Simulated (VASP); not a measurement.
# Ru in VASP: relaxation of the atoms with PBE

Aim: the relaxation of the atoms of Ru with PBE.

Program: VASP 6.6.1. These are calculated values, not measurements. Logs are shortened: lines on timing, memory, paths and dates and some standing lists are left out, and cuts for length are marked.

## (1) The slab as given

The cell holds a slab with vacuum, 4 atoms: a = 2.719 Å, b = 2.719 Å, c = 27.376 Å, α = 90.00°, β = 90.00°, γ = 120.00°.

The cell was built by a generator and needn't be a form met in nature.

## (2) Relaxation of the atoms, PBE

INCAR

```
SYSTEM = Ru
PREC = Accurate
ENCUT = 520
EDIFF = 1E-6
ISMEAR = 1
SIGMA = 0.1
LREAL = .False.
LASPH = .True.
NELM = 120
ALGO = Normal
ISIF = 2
LWAVE = .False.
LCHARG = .False.
LDIPOL = .True.
IDIPOL = 3
DIPOL = 0.5 0.5 0.500
GGA = PE
IBRION = 2
NSW = 90
EDIFFG = -0.02
```

KPOINTS

```
regular mesh
0
Gamma
  14 14 1
  0 0 0
```

POSCAR

```
Ru
1.0
    2.7193470000      0.0000000000      0.0000000000
   -1.3596735000      2.3550235400      0.0000000000
    0.0000000000      0.0000000000     27.3762814600
Ru
4
Selective dynamics
Direct
    0.3333330000      0.6666670000      0.3822968500  F F F
    0.6666670000      0.3333330000      0.4607656200  T T T
    0.3333330000      0.6666670000      0.5392343800  T T T
    0.6666670000      0.3333330000      0.6177031500  T T T
```

Potentials or basis: VASP PAW PBE potentials, release 64 (Ru_pv).

Command:

```
> cat potpaw_PBE.64/Ru_pv/POTCAR > POTCAR
> mpirun -np 1 vasp_std > vasp.out
```

OUTCAR:

```text
SYSTEM = Ru
   PREC = Accurate
   ENCUT = 520
   EDIFF = 1E-6
   ISMEAR = 1
   LREAL = .False.
   LASPH = .True.
   NELM = 120
   ISIF = 2
   GGA = PE
   IBRION = 2
   NSW = 90
   EDIFFG = -0.02

 ion  position               nearest neighbor table
   1  0.333  0.667  0.382-   2 2.66   2 2.66   2 2.66
   2  0.667  0.333  0.461-   3 2.66   3 2.66   1 2.66   1 2.66   3 2.66   1 2.66
   3  0.333  0.667  0.539-   2 2.66   2 2.66   4 2.66   4 2.66   2 2.66   4 2.66
   4  0.667  0.333  0.618-   3 2.66   3 2.66   3 2.66

  LATTYP: Found a hexagonal cell.
 ALAT       =     2.7193470000
 C/A-ratio  =    10.0672262348

  Lattice vectors:

 A1 = (   2.7193470000,   0.0000000000,   0.0000000000)
 A2 = (  -1.3596735000,   2.3550235400,   0.0000000000)
 A3 = (   0.0000000000,   0.0000000000,  27.3762814600)

Analysis of symmetry for initial positions (statically):
=====================================================================
 Subroutine PRICEL returns:
 Original cell was already a primitive cell.

 Routine SETGRP: Setting up the symmetry group for a
 hexagonal supercell.

 Subroutine GETGRP returns: Found 12 space group operations
 (whereof 12 operations were pure point group operations)
 out of a pool of 24 trial point group operations.

The static configuration has the point symmetry D_3d.

Analysis of symmetry for dynamics (positions and initial velocities):
=====================================================================
 Subroutine PRICEL returns:
 Original cell was already a primitive cell.

 Routine SETGRP: Setting up the symmetry group for a
 hexagonal supercell.

 Subroutine GETGRP returns: Found 12 space group operations
 (whereof 12 operations were pure point group operations)
 out of a pool of 24 trial point group operations.

The dynamic configuration has the point symmetry D_3d.

Analysis of constrained symmetry for selective dynamics:
=====================================================================
 Subroutine PRICEL returns:
 Original cell was already a primitive cell.

 Routine SETGRP: Setting up the symmetry group for a
 hexagonal supercell.

 Subroutine GETGRP returns: Found  6 space group operations
 (whereof  6 operations were pure point group operations)
 out of a pool of 24 trial point group operations.

The constrained configuration has the point symmetry C_3v.

 Subroutine INISYM returns: Found  6 space group operations
 (whereof  6 operations are pure point group operations),
 and found     1 'primitive' translations

----------------------------------------------------------------------------------------

                                     Primitive cell

  volume of cell :     175.3212

  direct lattice vectors                    reciprocal lattice vectors
     2.719347000  0.000000000  0.000000000     0.367735342  0.212312103  0.000000000
    -1.359673500  2.355023540  0.000000000     0.000000000  0.424624206  0.000000000
     0.000000000  0.000000000 27.376281460     0.000000000  0.000000000  0.036527970

  length of vectors
     2.719347000  2.719346962 27.376281460     0.424624200  0.424624206  0.036527970

  position of ions in fractional coordinates (direct lattice)
     0.333333000  0.666667000  0.382296850
     0.666667000  0.333333000  0.460765620
     0.333333000  0.666667000  0.539234380
     0.666667000  0.333333000  0.617703150

  ion indices of the primitive-cell ions
   primitive index   ion index
                 1           1
[... 33 lines left out ...]
  0.071429  0.000000  0.000000      6.000000
  0.142857  0.000000  0.000000      6.000000
  0.214286  0.000000  0.000000      6.000000
  0.285714  0.000000  0.000000      6.000000
  0.357143  0.000000  0.000000      6.000000
[... 16 lines left out ...]
  0.285714  0.285714  0.000000      6.000000
  0.357143  0.285714  0.000000      6.000000
   k-points           NKPTS =     24   k-points in BZ     NKDIM =     24   number of bands    NBANDS=     33
   number of dos      NEDOS =    301   number of ions     NIONS =      4
   total plane-waves  NPLWV =  84000
   dimension x,y,z NGX =    20 NGY =   20 NGZ =  210
   dimension x,y,z NGXF=    40 NGYF=   40 NGZF=  420
   ions per type =               4
   NGX,Y,Z   is equivalent  to a cutoff of  12.23, 12.23, 12.75 a.u.
   NGXF,Y,Z  is equivalent  to a cutoff of  24.45, 24.45, 25.51 a.u.
 SYSTEM =  Ru
   PREC   = accura    normal or accurate (medium, high low for compatibility)
   ISTART =      0    job   : 0-new  1-cont  2-samecut
   ICHARG =      2    charge: 1-file 2-atom 10-const
   ISPIN  =      1    spin polarized calculation?
   LNONCOLLINEAR =      F non collinear calculations
   LSORBIT =      F    spin-orbit coupling
   LASPH  =      T    aspherical Exc in radial PAW
   ENCUT  =  520.0 eV  38.22 Ry    6.18 a.u.   5.06  5.06 50.90*2*pi/ulx,y,z
   NELM   =    120;   NELMIN=  2; NELMDL= -5     # of ELM steps
   EDIFF  = 0.1E-05   stopping-criterion for ELM
   LREAL  =      F    real-space projection
   EDIFFG = -.2E-01   stopping-criterion for IOM
   NSW    =     90    number of steps for IOM
   IBRION =      2    ionic relax: 0-MD 1-quasi-New 2-CG
   NFREE  =      1    steps in history (QN), initial steepest desc. (CG)
   ISIF   =      2    stress and relaxation
   ISYM   =      2    0-nonsym 1-usesym 2-fastsym
   POTIM  = 0.5000    time-step for ionic-motion
   TEBEG  =    0.0;   TEEND  =   0.0 temperature during run
   PSTRESS=    0.0 pullay stress
   NELECT =      56.0000    total number of electrons
   NUPDOWN=      -1.0000    fix difference up-down
   EMIN   =  10.00;   EMAX   =-10.00  energy-range for DOS
   EFERMI =   0.00;   METHOD = LEGACY
   ISMEAR =     1;   SIGMA  =   0.10  broadening in eV -4-tet -1-fermi 0-gaus
   EFERMI_NEDOS =   21; number of points for ismear=-14 and -15
   IALGO  =     38    algorithm
   IMIX   =      4    mixing-type and parameters
     AMIX     =   0.40;   BMIX     =  1.00
     AMIX_MAG =   1.60;   BMIX_MAG =  1.00
  volume/ion in A,a.u.               =      43.83       295.78
  Fermi-wavevector in a.u.,A,eV,Ry     =   1.119076  2.114746 17.038984  1.252330
  Thomas-Fermi vector in A             =   2.255712
   LORBIT       =      0    0 simple, 1 ext, 2 COOP (PROOUT), +10 PAW based schemes
   GGA     = PE    functional components
   LHFCALC =     F    Hartree Fock is set to
   AEXX    =    0.0000 exact exchange contribution
   IVDW    =     0    specifies the selected vdW correction
   LEPSILON=     F    determine dielectric tensor
   LRPA    =     F    only Hartree local field effects (RPA)
 conjugate gradient relaxation of ions
 non-spin polarized calculation
 Methfessel and Paxton  Order N= 1 SIGMA  =   0.10
  energy-cutoff  :      520.00
  volume of cell :      175.32
 maximum number of plane-waves:      4763
   NGX = 11   NGY = 11   NGZ =101

--------------------------------------- Ionic step        1  -------------------------------------------

 number of electron      56.0000024 magnetization

 Free energy of the ion-electron system (eV)
  ---------------------------------------------------
  ext. energy  EPLUGINS =         0.00000000
  ---------------------------------------------------
  free energy    TOTEN  =       -34.75513340 eV

  energy without entropy =      -34.75980386  energy(sigma->0) =      -34.75669022

------------------------ aborting loop because EDIFF is reached ----------------------------------------

  FORCE on cell =-STRESS in cart. coord.  units (eV):
  Direction    XX          YY          ZZ          XY          YZ          ZX
  --------------------------------------------------------------------------------------
  -------------------------------------------------------------------------------------
  Total       -3.8175585     -3.8175584     -3.3299590     -0.0000000      0.0000000      0.0000000
  in kB      -34.8868651    -34.8868638    -30.4309229     -0.0000000      0.0000000      0.0000000
  external PRESSURE =     -33.4015506 kB  Pullay stress =       0.0000000 kB
[... 65 lines left out ...]
 number of electron      56.0000006 magnetization

------------------------ aborting loop because EDIFF is reached ----------------------------------------

 vacuum level on the upper side and lower side of the slab       (xc-potential included)        -0.021         0.006

  FORCE on cell =-STRESS in cart. coord.  units (eV):
  Direction    XX          YY          ZZ          XY          YZ          ZX
  --------------------------------------------------------------------------------------
  -------------------------------------------------------------------------------------
  Total       -3.4001168     -3.4001166     -2.4849031      0.0000000     -0.0000000      0.0000000
  in kB      -31.0720619    -31.0720608    -22.7083563      0.0000000     -0.0000000      0.0000000
  external PRESSURE =     -28.2841597 kB  Pullay stress =       0.0000000 kB
[... 209 lines left out ...]
  FREE ENERGIE OF THE ION-ELECTRON SYSTEM (eV)
  ---------------------------------------------------
  free  energy   TOTEN  =       -34.8081915363 eV

  energy  without entropy=      -34.8073280334  energy(sigma->0) =      -34.80790370

 dipolmoment           0.000000      0.000000     -0.000010 electrons x Angstroem

--------------------------------------- Ionic step        9  -------------------------------------------

 number of electron      56.0000022 magnetization

 dipolmoment           0.000000      0.000000      0.000006 electrons x Angstroem

 Free energy of the ion-electron system (eV)
  ---------------------------------------------------
  ext. energy  EPLUGINS =         0.00000000
  ---------------------------------------------------
  free energy    TOTEN  =       -34.80858111 eV

  energy without entropy =      -34.80738363  energy(sigma->0) =      -34.80818195

 E-fermi :   0.5652     XC(G=0):  -5.1208

 val. band max:        0.5621125702   @ k =   0.2857   0.0714   0.0000
 cond. band min:       0.5701834984   @ k =   0.2143   0.0000   0.0000
 fundamental gap:      0.0080709281
 Fermi energy:         0.5652423375

 k-point     1 :       0.0000    0.0000    0.0000
  band No.  band energies     occupation
      1     -43.0607      2.00000
      2     -42.6632      2.00000
      3     -42.2695      2.00000
      4     -42.2694      2.00000
      5     -42.1927      2.00000
      6     -42.1927      2.00000
[... 853 lines left out ...]
     32       1.8176     -0.00000
     33       7.2324      0.00000

------------------------ aborting loop because EDIFF is reached ----------------------------------------

 vacuum level on the upper side and lower side of the slab       (xc-potential included)        -0.022        -0.022

  FORCE on cell =-STRESS in cart. coord.  units (eV):
  Direction    XX          YY          ZZ          XY          YZ          ZX
  --------------------------------------------------------------------------------------
  -------------------------------------------------------------------------------------
  Total       -2.7187511     -2.7187510     -0.0619479      0.0000000      0.0000000      0.0000000
  in kB      -24.8453833    -24.8453824     -0.5661127      0.0000000      0.0000000      0.0000000
  external PRESSURE =     -16.7522928 kB  Pullay stress =       0.0000000 kB
[... 19 lines left out ...]
  FREE ENERGIE OF THE ION-ELECTRON SYSTEM (eV)
  ---------------------------------------------------
  free  energy   TOTEN  =       -34.8085811084 eV

  energy  without entropy=      -34.8073836344  energy(sigma->0) =      -34.80818195

 reached required accuracy - stopping structural energy minimisation

 vacuum level on the upper side and lower side of the slab         5.587         5.587
```

It took 13 min on 1 thread of Intel Xeon 6975P-C (Granite Rapids), shared host; peak memory 0.32 GiB.

What came out:

```yaml
Free_energy: -34.8086 eV
Energy_gained_by_relaxing: 13.4 meV/atom
Ionic_steps: 9
Band_gap_on_the_k_mesh: none (metal or under the smearing width)
```

The path:
| step | energy change (eV) | largest force (eV/Å) | pressure (GPa) |
| --- | --- | --- | --- |
| 1 | 0.0000 | 0.6945 | -3.34 |
| 2 | -0.0297 | 0.5319 | -2.90 |
| 3 | -0.0301 | 0.5094 | -2.83 |
| 4 | -0.0353 | 0.4507 | -2.69 |
| 5 | -0.0470 | 0.2657 | -2.27 |
| 6 | -0.0522 | 0.1384 | -1.36 |
| 7 | -0.0533 | 0.0572 | -1.64 |
| 8 | -0.0531 | 0.1012 | -1.73 |
| 9 | -0.0534 | 0.0026 | -1.68 |

Final structure:
```
Ru
1.0
     2.71935    0.00000    0.00000
    -1.35967    2.35502    0.00000
     0.00000    0.00000   27.37628
Ru
4
Direct
  0.33333 0.66667 0.38230
  0.66667 0.33333 0.45804
  0.33333 0.66667 0.53700
  0.66667 0.33333 0.61274
```
